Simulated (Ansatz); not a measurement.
# NaI under changes of volume

One of the cells (33.899 Å³/atom); the others are scaled copies at fixed shape and fractional positions:

```
CELL_PARAMETERS angstrom
0.00000 3.23640 3.23640
3.23640 0.00000 3.23640
3.23640 3.23640 0.00000
ATOMIC_POSITIONS crystal
I 0.50000 0.50000 0.50000
Na 0.00000 0.00000 0.00000
```

- Program: Ansatz 0.2.0
- Functional: PBE0
- Potentials or basis: Ansatz PAW
- Cutoff: 420 eV (not typed: the program's choice for these potentials)
- k mesh: 4 × 4 × 4
- Occupations: fermi-dirac, width 0.05 eV
- Spin: no spin polarisation

| volume (Å³/atom) | energy over the lowest point (meV/atom) | pressure (GPa) | gap on the mesh (eV) |
| --- | --- | --- | --- |
| 31.865 | ? | ? | ? |
| 32.543 | 4.00 | 0.9 | 5.48 |
| 33.221 | 1.21 | 0.5 | 5.41 |
| 33.899 | 0.00 | 0.1 | 5.35 |
| 34.577 | 0.18 | -0.2 | 5.30 |
| 35.255 | 1.63 | -0.5 | 5.24 |
| 35.933 | 4.17 | -0.7 | 5.19 |

Q: What does the run at 31.865 Å³/atom give?

A: Energy over the lowest point 8.56 meV/atom; pressure 1.3 GPa; gap on the mesh 5.54 eV.

Worked out: A Birch-Murnaghan fit of order 3 (a polynomial in V^(-2/3)) to the other rows has its minimum at 34.14 Å³/atom with B0 = V·E''(V) = 16.0 GPa and B' = 4.9. It gives 8.57 meV/atom at 31.865 Å³/atom, against the run's 8.56, and -dE/dV = 1.3 GPa, against 1.3. A straight line through the other rows of the gap, of slope -2.9 eV per unit of ln V (its deformation potential), extrapolates to 5.53 eV, against the run's 5.54.

Energies are extrapolated to zero smearing.

Caveats: some runs use coarse meshes; spin-orbit coupling is left out, which moves the levels of the heavy elements; the PAW data sets come from PBE, with cores solved anew for the run's functional, which leaves a small shift of forces and pressure; the thresholds are loose for stress.
